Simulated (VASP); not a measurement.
**Bi: equation of state with PBE+D3(BJ)**

Bi:

```xyz
2
Lattice="2.2643 1.3073 3.9199 -2.2643 1.3073 3.9199 0.0000 -2.6145 3.9199" Properties=species:S:1:pos:R:3 pbc="T T T"
Bi    0.0000    0.0000    8.9893
Bi    0.0000    0.0000    2.7705
```

```json
{
  "Program": "VASP 6.6.1",
  "Task": "equation of state",
  "Functional": "PBE",
  "Dispersion": "D3(BJ)",
  "Potentials or basis": "VASP PAW PBE potentials, release 64 (Bi_d)",
  "Cutoff": "520 eV",
  "k mesh": "6 × 6 × 6",
  "Occupations": "gaussian, width 0.02 eV",
  "Spin": "no spin polarisation",
  "Ladder": "gaps",
  "Further INCAR settings": "ALGO = Normal; EDIFF = 1e-06"
}
```

```json
{
 "Equilibrium volume": "34.83 Å³/atom",
 "Bulk modulus at fixed shape and positions": "50 GPa",
 "Pressure derivative of the bulk modulus": "4.6 (rough: it moves with the points fitted)"
}
```

Energy against volume, from the lowest point:
```tsv
volume (Å³/atom)	energy (meV/atom)
33.416	9.59
34.113	2.36
34.809	0.00
35.505	1.99
36.201	7.87
```

All runs of the series together: 2.9 min on 1 thread of Intel(R) Xeon(R) Platinum 8259CL CPU @ 2.50GHz (Skylake/Cascade Lake), with other jobs on the host.

Caveat: the cell was scaled at fixed shape and fractional positions, which overstates the stiffness of a crystal with free parameters, most of all of layers and chains; spin-orbit coupling is left out, which moves the levels of the heavy elements.
